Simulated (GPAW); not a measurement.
Crystal: TiNi.

```
CELL_PARAMETERS angstrom
2.73580 0.00000 0.00000
0.00000 2.73580 0.00000
0.00000 0.00000 3.58141
ATOMIC_POSITIONS crystal
Ni 0.00000 0.00000 0.00000
Ti 0.50000 0.50000 0.50000
```

The cell comes from a database or a generator and needn't be the stable form of this composition.

Base run:

| Quantity | Value |
| --- | --- |
| Program | GPAW 26.7.0 |
| Functional | PBEsol |
| Potentials or basis | PAW data sets generated in the run's folder for this functional |
| Cutoff | 600 eV |
| Basis | pw |
| k mesh | 7 × 7 × 6 |
| Occupations | fermi-dirac, width 0.05 eV |
| Spin | collinear spin, ferromagnetic start |
| Starting moments | [1.0, 1.0] μB |
| Hubbard terms | Ni d U = 2 eV |

Its results: pressure -6.9 GPa; net moment 0.00 μB per cell.

The run is repeated on the same cell with these changes: hubbard terms from Ni d U = 2 eV to Ni d U = 6 eV. What comes out?

Pressure 0.6 GPa; net moment 0.79 μB per cell; site moments Ni +0.84; Ti +0.05 μB.

Caveats: the stock nickel data set gives pressures a few GPa off other programs; the U is typed as a test and isn't derived for this compound.
